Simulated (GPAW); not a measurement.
# BaTe (Fm-3m) in GPAW: convergence with k mesh

Aim: find how far k mesh must go before the results for BaTe settle, at PBE. This setting moves, with any that are tied to it; all else stays.

All numbers are computed with GPAW 26.7.0; they aren't measurements. Logs are shortened: lines on timing, memory, paths and dates and some standing lists are left out, and cuts for length are marked. The log counts tension as positive stress, the text compression.

## 1. The structure

It takes space group Fm-3m (No. 225, cubic). The conventional cell has a = 6.820 Å, b = 6.820 Å, c = 6.820 Å, α = 90.00°, β = 90.00°, γ = 90.00°. Ba (site symmetry m-3m) has 6 Te at 3.41 Å as nearest neighbours. Te (site symmetry m-3m) is surrounded by 6 Ba at 3.41 Å.

## 2. With k mesh 2 × 2 × 2

run.py reads:

```python
from ase.dft.bandgap import bandgap
from ase.io import read, write
from ase.units import GPa
from gpaw import GPAW, PW

atoms = read('POSCAR')

calc = GPAW(mode=PW(600),
            xc='PBE',
            kpts={'size': (2, 2, 2), 'gamma': True},
            occupations={'name': 'fermi-dirac', 'width': 0.05},
            nbands=16,
            convergence={'density': 1e-05, 'energy': 1e-05},
            maxiter=100,
            txt='gpaw.txt')
atoms.calc = calc
energy = atoms.get_potential_energy()
forces = atoms.get_forces()
stress = atoms.get_stress()
calc.write('gs.gpw')
write('result.traj', atoms)
print(f'Energy: {energy:.6f} eV')
print('Forces (eV/A):')
print(forces.round(4))
print('Stress (GPa):', (stress / GPa).round(3))
print('Fermi level:', round(calc.get_fermi_level(), 4), 'eV')
print(f'Gap: {bandgap(calc)[0]:.4f} eV, direct: {bandgap(calc, direct=True)[0]:.4f} eV')
```

POSCAR reads:

```
BaTe
1.0
    0.0000000000      3.4100000000      3.4100000000
    3.4100000000      0.0000000000      3.4100000000
    3.4100000000      3.4100000000      0.0000000000
Ba Te
1 1
Direct
    0.0000000000      0.0000000000      0.0000000000
    0.5000000000      0.5000000000      0.5000000000
```

Potentials or basis: GPAW PAW data sets (gpaw-data 1.2.1), pw.

Launch:

```console
> OMP_NUM_THREADS=1 python run.py
```

Run time: 4.2 s. Hardware: 1 thread of Intel Xeon Platinum 8488C (Sapphire Rapids), shared host; peak memory 0.16 GiB.

Results:

```
Free energy            : -8.0414 eV
Pressure               : 6.2 GPa
Band gap on the k mesh : 1.19 eV, indirect (least direct gap 1.58 eV)
```

## 3. With k mesh 3 × 3 × 3

run.py, as its differences from that of step 2:

```diff
@@ -9,3 +9,3 @@
             xc='PBE',
-            kpts={'size': (2, 2, 2), 'gamma': True},
+            kpts={'size': (3, 3, 3), 'gamma': True},
             occupations={'name': 'fermi-dirac', 'width': 0.05},
```

POSCAR is that of step 2.

Potentials or basis: GPAW PAW data sets (gpaw-data 1.2.1), pw.

Launch:

```console
> OMP_NUM_THREADS=1 python run.py
```

Wall time 4.7 s (1 thread of Intel Xeon Platinum 8488C (Sapphire Rapids), shared host); peak memory 0.16 GiB.

What came out:

| Item | Value |
| --- | --- |
| Free energy | -8.5014 eV |
| Pressure | 4.4 GPa |
| Band gap on the k mesh | 1.60 eV, indirect (least direct gap 1.97 eV) |

## 4. With k mesh 4 × 4 × 4

run.py, as its differences from that of step 3:

```diff
@@ -9,3 +9,3 @@
             xc='PBE',
-            kpts={'size': (3, 3, 3), 'gamma': True},
+            kpts={'size': (4, 4, 4), 'gamma': True},
             occupations={'name': 'fermi-dirac', 'width': 0.05},
```

POSCAR is that of step 3.

Launch:

```console
> OMP_NUM_THREADS=1 python run.py
```

Wall time 6.2 s (1 thread of Intel Xeon Platinum 8488C (Sapphire Rapids), shared host); peak memory 0.16 GiB.

It converged, with:

- Free energy: -8.5512 eV
- Pressure: 4.1 GPa
- Band gap on the k mesh: 1.35 eV, indirect (least direct gap 1.72 eV)

## 5. With k mesh 5 × 5 × 5

run.py, as its differences from that of step 4:

```diff
@@ -9,3 +9,3 @@
             xc='PBE',
-            kpts={'size': (4, 4, 4), 'gamma': True},
+            kpts={'size': (5, 5, 5), 'gamma': True},
             occupations={'name': 'fermi-dirac', 'width': 0.05},
```

POSCAR is that of step 4.

Launch:

```console
> OMP_NUM_THREADS=1 python run.py
```

It took 7.2 s on 1 thread of Intel Xeon Platinum 8488C (Sapphire Rapids), shared host; peak memory 0.17 GiB.

Results (log left out):

| Quantity | Value |
| --- | --- |
| Free energy | -8.5609 eV |
| Pressure | 4.1 GPa |
| Band gap on the k mesh | 1.45 eV, indirect (least direct gap 1.83 eV) |

## 6. With k mesh 6 × 6 × 6

run.py, as its differences from that of step 5:

```diff
@@ -9,3 +9,3 @@
             xc='PBE',
-            kpts={'size': (5, 5, 5), 'gamma': True},
+            kpts={'size': (6, 6, 6), 'gamma': True},
             occupations={'name': 'fermi-dirac', 'width': 0.05},
```

POSCAR is that of step 5.

Potentials or basis: GPAW PAW data sets (gpaw-data 1.2.1), pw.

Launch:

```console
> OMP_NUM_THREADS=1 python run.py
```

Run time: 10 s. Hardware: 1 thread of Intel Xeon Platinum 8488C (Sapphire Rapids), shared host; peak memory 0.17 GiB.

It converged, with:

| Quantity | Value |
| --- | --- |
| Free energy | -8.5631 eV |
| Pressure | 4.1 GPa |
| Band gap on the k mesh | 1.35 eV, indirect (least direct gap 1.73 eV) |

## 7. With k mesh 8 × 8 × 8

run.py, as its differences from that of step 6:

```diff
@@ -9,3 +9,3 @@
             xc='PBE',
-            kpts={'size': (6, 6, 6), 'gamma': True},
+            kpts={'size': (8, 8, 8), 'gamma': True},
             occupations={'name': 'fermi-dirac', 'width': 0.05},
```

POSCAR is that of step 6.

Launch:

```console
> OMP_NUM_THREADS=1 python run.py
```

Run time: 17 s. Hardware: 1 thread of Intel Xeon Platinum 8488C (Sapphire Rapids), shared host; peak memory 0.19 GiB.

It converged, with:

```yaml
Free_energy: -8.5638 eV
Pressure: 4.0 GPa
Band_gap_on_the_k_mesh: 1.36 eV, indirect (least direct gap 1.73 eV)
```

## 8. With k mesh 9 × 9 × 9

run.py, as its differences from that of step 7:

```diff
@@ -9,3 +9,3 @@
             xc='PBE',
-            kpts={'size': (8, 8, 8), 'gamma': True},
+            kpts={'size': (9, 9, 9), 'gamma': True},
             occupations={'name': 'fermi-dirac', 'width': 0.05},
```

POSCAR is that of step 7.

Potentials or basis: GPAW PAW data sets (gpaw-data 1.2.1), pw.

Launch:

```console
> OMP_NUM_THREADS=1 python run.py
```

gpaw.txt:

```text
__  _  _
 | _ |_)|_||  |
 |__||  | ||/\| - 26.7.0

Input parameters:
  mode=PW(ecut=600.0),
  convergence={'density': 1e-05, 'energy': 1e-05},
  kpts=MonkhorstPack(size=(9, 9, 9), gamma=True),
  maxiter=100,
  nbands=16,
  occupations=Occupations(name='fermi-dirac', width=0.05),
  xc=XC(name='PBE')

Diagonalizing LCAO Hamiltonian
Converting LCAO to pw mode

                  Te

       Ba

Atoms  # Å, Bohr magnetons
|   | symbol |        x |        y |        z |    initial magnetic moments |
|---|--------|----------|----------|----------|-----------------------------|
| 0 |     Ba | 0.000000 | 0.000000 | 0.000000 | ( 0.0000,  0.0000,  0.0000) |
| 1 |     Te | 3.410000 | 3.410000 | 3.410000 | ( 0.0000,  0.0000,  0.0000) |

Unit cell  # Å
| periodic |        x |        y |        z |  lengths |    angles |
|----------|----------|----------|----------|----------|-----------|
|      yes | 0.000000 | 3.410000 | 3.410000 | 4.822468 | 60.000000 |
|      yes | 3.410000 | 0.000000 | 3.410000 | 4.822468 | 60.000000 |
|      yes | 3.410000 | 3.410000 | 0.000000 | 4.822468 | 60.000000 |

Number of symmetries: 48
Symmetry operations  # r_c * U_cc + t_c -> r_c
|    | kind |            matrix            |
|----|------|------------------------------|
|  0 |  σ   |  1, 0, 0,  1, 0,-1,  1,-1, 0 |
|  1 |  C2  |  1, 0, 0,  1,-1, 0,  1, 0,-1 |
|  2 |  E   |  1, 0, 0,  0, 1, 0,  0, 0, 1 |
|  3 |  σ   |  1, 0, 0,  0, 0, 1,  0, 1, 0 |
|  4 |  C4  |  1, 0,-1,  1, 0, 0,  1,-1, 0 |
|  5 |  S6  |  1, 0,-1,  1,-1, 0,  1, 0, 0 |
|  6 |  σ   |  1, 0,-1,  0, 1,-1,  0, 0,-1 |
|  7 |  C3  |  1, 0,-1,  0, 0,-1,  0, 1,-1 |
|  8 |  S6  |  1,-1, 0,  1, 0, 0,  1, 0,-1 |
|  9 |  C4  |  1,-1, 0,  1, 0,-1,  1, 0, 0 |
| 10 |  C3  |  1,-1, 0,  0,-1, 1,  0,-1, 0 |
| 11 |  σ   |  1,-1, 0,  0,-1, 0,  0,-1, 1 |
| 12 |  σ   |  0, 1, 0,  1, 0, 0,  0, 0, 1 |
| 13 |  C4  |  0, 1, 0,  0, 1,-1, -1, 1, 0 |
| 14 |  C3  |  0, 1, 0,  0, 0, 1,  1, 0, 0 |
| 15 |  S6  |  0, 1, 0, -1, 1, 0,  0, 1,-1 |
| 16 |  C2  |  0, 1,-1,  1, 0,-1,  0, 0,-1 |
| 17 |  σ   |  0, 1,-1,  0, 1, 0, -1, 1, 0 |
| 18 |  S4  |  0, 1,-1,  0, 0,-1,  1, 0,-1 |
| 19 |  C4  |  0, 1,-1, -1, 1, 0,  0, 1, 0 |
| 20 |  C3  |  0, 0, 1,  1, 0, 0,  0, 1, 0 |
| 21 |  σ   |  0, 0, 1,  0, 1, 0,  1, 0, 0 |
| 22 |  S6  |  0, 0, 1,  0,-1, 1, -1, 0, 1 |
| 23 |  C4  |  0, 0, 1, -1, 0, 1,  0,-1, 1 |
| 24 |  S4  |  0, 0,-1,  1, 0,-1,  0, 1,-1 |
| 25 |  C3  |  0, 0,-1,  0, 1,-1,  1, 0,-1 |
| 26 |  C2  |  0, 0,-1,  0,-1, 0, -1, 0, 0 |
| 27 |  S6  |  0, 0,-1, -1, 0, 0,  0,-1, 0 |
| 28 |  S4  |  0,-1, 1,  1,-1, 0,  0,-1, 0 |
| 29 |  C4  |  0,-1, 1,  0, 0, 1, -1, 0, 1 |
| 30 |  C2  |  0,-1, 1,  0,-1, 0,  1,-1, 0 |
| 31 |  σ   |  0,-1, 1, -1, 0, 1,  0, 0, 1 |
| 32 |  C3  |  0,-1, 0,  1,-1, 0,  0,-1, 1 |
| 33 |  S6  |  0,-1, 0,  0, 0,-1, -1, 0, 0 |
| 34 |  S4  |  0,-1, 0,  0,-1, 1,  1,-1, 0 |
| 35 |  C2  |  0,-1, 0, -1, 0, 0,  0, 0,-1 |
| 36 |  C2  | -1, 1, 0,  0, 1, 0,  0, 1,-1 |
| 37 |  S6  | -1, 1, 0,  0, 1,-1,  0, 1, 0 |
| 38 |  S4  | -1, 1, 0, -1, 0, 1, -1, 0, 0 |
| 39 |  C3  | -1, 1, 0, -1, 0, 0, -1, 0, 1 |
| 40 |  S6  | -1, 0, 1,  0, 0, 1,  0,-1, 1 |
| 41 |  C2  | -1, 0, 1,  0,-1, 1,  0, 0, 1 |
| 42 |  C3  | -1, 0, 1, -1, 1, 0, -1, 0, 0 |
| 43 |  S4  | -1, 0, 1, -1, 0, 0, -1, 1, 0 |
| 44 |  C2  | -1, 0, 0,  0, 0,-1,  0,-1, 0 |
| 45 |  i   | -1, 0, 0,  0,-1, 0,  0, 0,-1 |
| 46 |  σ   | -1, 0, 0, -1, 1, 0, -1, 0, 1 |
| 47 |  C2  | -1, 0, 0, -1, 0, 1, -1, 1, 0 |

BZ-sampling:
  Number of BZ points: 729
  Number of IBZ points: 35

  Monkhorst-Pack size: [9, 9, 9]
  Monkhorst-Pack shift: [0, 0, 0]

K-points  # in reciprocal-cell coordinates
|     |                                coordinates |     weight |
|-----|--------------------------------------------|------------|
|   0 | (  0.00000000,   0.00000000,   0.00000000) | 0.00137174 |
|   1 | (  0.11111111,   0.11111111,   0.00000000) | 0.00823045 |
|   2 | (  0.11111111,   0.11111111,   0.11111111) | 0.01097394 |
|   3 | (  0.22222222,   0.11111111,   0.11111111) | 0.01646091 |
|   4 | (  0.22222222,   0.22222222,   0.00000000) | 0.00823045 |
|   5 | (  0.22222222,   0.22222222,   0.11111111) | 0.03292181 |
|   6 | (  0.22222222,   0.22222222,   0.22222222) | 0.01097394 |
|   7 | (  0.33333333,   0.22222222,   0.11111111) | 0.03292181 |
|   8 | (  0.33333333,   0.22222222,   0.22222222) | 0.03292181 |
|   9 | (  0.33333333,   0.33333333,  -0.33333333) | 0.01646091 |
| ... |                                            |            |
|  34 | (  0.44444444,   0.44444444,   0.44444444) | 0.01097394 |

Plane wave coefficients: 2685
Cutoff: 600.0 eV

Spin-components: 1 (collinear spins)
Bands:           16
Projectors:      11
Spin-degeneracy: 2
Datatype:        complex128

Parallelization:
  kpt:    1
  domain: 1
  band:   1

Density:
  Valence electrons: 16.0
  Components: 1
  Grid points: [28 28 28]
  Charge: 0.0  # |e|

Potential:
  Grid points: [28 28 28]

species:
  Ba:
    name:    Barium
    Z:       56.0
    valence: 10
    core:    46
    charge:  0.0  # [|e|]
    compensation charges:
      type: gauss
      rc: 0.37  # [Å]
      lmax: 2
    cutoffs:
      filter: 2.06  # [Å]
      core: 2.33  # [Å]
    projectors
    | kind |    occ | energy [eV] | rcut [Å] |
    |------|--------|-------------|----------|
    |   5s |  2.000 |     -33.644 |    1.164 |
    |   6s |  2.000 |      -3.229 |    1.164 |
    |   5p |  6.000 |     -18.744 |    1.164 |
    |    p |        |       0.000 |    1.164 |
    |    d |        |       0.000 |    1.164 |
    |    d |        |      27.211 |    1.164 |

    Using partial waves for Ba as LCAO basis

  Te:
    name:    Tellurium
    Z:       52.0
    valence: 6
    core:    46
    charge:  0.0  # [|e|]
    compensation charges:
      type: gauss
      rc: 0.36  # [Å]
      lmax: 2
    cutoffs:
      filter: 2.09  # [Å]
      core: 3.17  # [Å]
    projectors
    | kind |    occ | energy [eV] | rcut [Å] |
    |------|--------|-------------|----------|
    |   5s |  2.000 |     -15.089 |    1.180 |
    |   5p |  4.000 |      -5.955 |    1.196 |
    |    s |        |      12.123 |    1.180 |
    |    p |        |      21.256 |    1.196 |
    |    d |        |       0.000 |    1.238 |

    Using partial waves for Te as LCAO basis

Reference energy: -406068.525945  # eV

eigensolver:
  PPCG
  Converge bands: occupied
  niter=2

density mixing:
  MSR1-Mixer
  Pratt-step length: 0.05
  Maximum mixing coefficient: 0.75
  Old densities: 10
  SVD Regularization: 0.005
  Good broyden scale: 1.0
  Trust region scale: 1.0
  Backstep threshold: 4.0
  History deletion threshold: 6.0
  Fourier metric: weight=20.0, sigma=0.015

occupation numbers:
  Fermi-Dirac:
    width: 0.0500  # eV

poisson solver:
  ecut: 4800.0  # eV

xc functional:
  name: PBE with 2 nearest neighbor stencil

convergence criteria:
[... 6 lines left out ...]
|iter     | |      energy | eigst |  dens |
|---------|-|-------------|-------|-------|
|iter:   1| |   -8.651363 | -0.17 |       |
|iter:   2| |   -8.652867 | -1.99 | -1.15 |
|iter:   3| |   -8.562475 | -2.42 | -1.19 |
|iter:   4| |   -8.562801 | -3.27 | -1.64 |
|iter:   5| |   -8.563710 | -4.60 | -2.18 |
|iter:   6| |   -8.563832 | -5.44 | -2.75 |
|iter:   7| |   -8.563834c| -6.86 | -3.70 |
|iter:   8| |   -8.563835c| -7.63c| -4.15 |
|iter:   9| |   -8.563835c| -8.13c| -4.98 |
|iter:  10| |   -8.563835c| -9.10c| -5.86c|

Converged in 10 steps
Energy contributions relative to reference atoms: (reference = -406068.525945)

Energy contributions:
  Kinetic:          21.099710
  Coulomb:         -18.551595
  Zero:              0.142883
  External:          0.000000
  Xc:              -11.254833
  Entropy:          -0.000000
  Spinorbit:         0.000000
  ----------------------------
  Free energy:      -8.563835
  Extrapolated:     -8.563835

dipole moment: (-41.261623, -41.261623, -41.261623)  # |e|*Ang

Fermi level: 6.037
Eigenvalues  # (at kpt = [0.000, 0.000, 0.000])
| band index |      eig [eV] | occ [0-2] |
|------------|---------------|-----------|
|          0 |       -21.423 |     2.000 |
|          1 |        -6.627 |     2.000 |
|          2 |        -6.627 |     2.000 |
|          3 |        -6.627 |     2.000 |
|          4 |        -4.333 |     2.000 |
|          5 |         5.352 |     2.000 |
[... 8 lines left out ...]
|         14 |        12.284 |     0.000 |
|         15 |        18.769 |     0.000 |

Gap: 1.387 eV
Transition (v -> c):
  (s=0, k=0, n=7, [0.00, 0.00, 0.00]) -> (s=0, k=30, n=8, [0.44, 0.44, 0.00])
Direct/indirect transitions are different
Direct gap: 1.760 eV
Transition at: (s=0, k=30, n=7, [0.44, 0.44, 0.00])

Forces  # eV/Ang
|        x |        y |        z |
|----------|----------|----------|
| -0.00000 | -0.00000 |  0.00000 |  # Ba   0
|  0.00000 |  0.00000 | -0.00000 |  # Te   1

Stress tensor  # eV/Ang^3
|         x |         y |         z |
|-----------|-----------|-----------|
| -0.025265 | -0.000000 | -0.000000 |
| -0.000000 | -0.025265 |  0.000000 |
| -0.000000 |  0.000000 | -0.025265 |

# Writing to gs.gpw (mode='')
```

stdout:

```text
Energy: -8.563835 eV
Forces (eV/A):
[[-0. -0.  0.]
 [ 0.  0. -0.]]
Stress (GPa): [-4.048 -4.048 -4.048  0.    -0.    -0.   ]
Fermi level: 6.0375 eV
Gap: 1.3868 eV, direct: 1.7603 eV
```

Run time: 19 s. Hardware: 1 thread of Intel Xeon Platinum 8488C (Sapphire Rapids), shared host; peak memory 0.2 GiB.

What came out:

```
Free energy            : -8.5638 eV
Pressure               : 4.0 GPa
Band gap on the k mesh : 1.39 eV, indirect (least direct gap 1.76 eV)
```

## 9. Summary

| k mesh | energy less the tightest run, at zero smearing (meV/atom) | pressure (GPa) | gap on the mesh (eV) | SCF cycles | CPU time (s) | peak memory (GiB) |
| --- | --- | --- | --- | --- | --- | --- |
| 2 × 2 × 2 | 261.23 | 6.25 | 1.190 | 9 | 4.2 | 0.16 |
| 3 × 3 × 3 | 31.21 | 4.42 | 1.599 | 9 | 4.7 | 0.16 |
| 4 × 4 × 4 | 6.31 | 4.15 | 1.347 | 9 | 6.2 | 0.16 |
| 5 × 5 × 5 | 1.48 | 4.08 | 1.453 | 9 | 7.2 | 0.17 |
| 6 × 6 × 6 | 0.39 | 4.06 | 1.355 | 10 | 10 | 0.17 |
| 8 × 8 × 8 | 0.03 | 4.05 | 1.356 | 10 | 17 | 0.19 |
| 9 × 9 × 9 | 0.00 | 4.05 | 1.387 | 10 | 19 | 0.2 |

Against the tightest run, the energy stays within 1 meV/atom from 6 × 6 × 6 on; the pressure stays within 0.1 GPa from 4 × 4 × 4 on. Not settled before the last step: the gap on the mesh (to 0.01 eV). Meshes of other sizes hit other points, so gaps and Fermi surfaces needn't settle smoothly. The tightest run that finished is the yardstick and may itself not be fully converged.

Caveats: spin-orbit coupling is left out, which moves the levels of the heavy elements; an odd mesh through Γ misses points on the zone boundary, where band edges often lie.
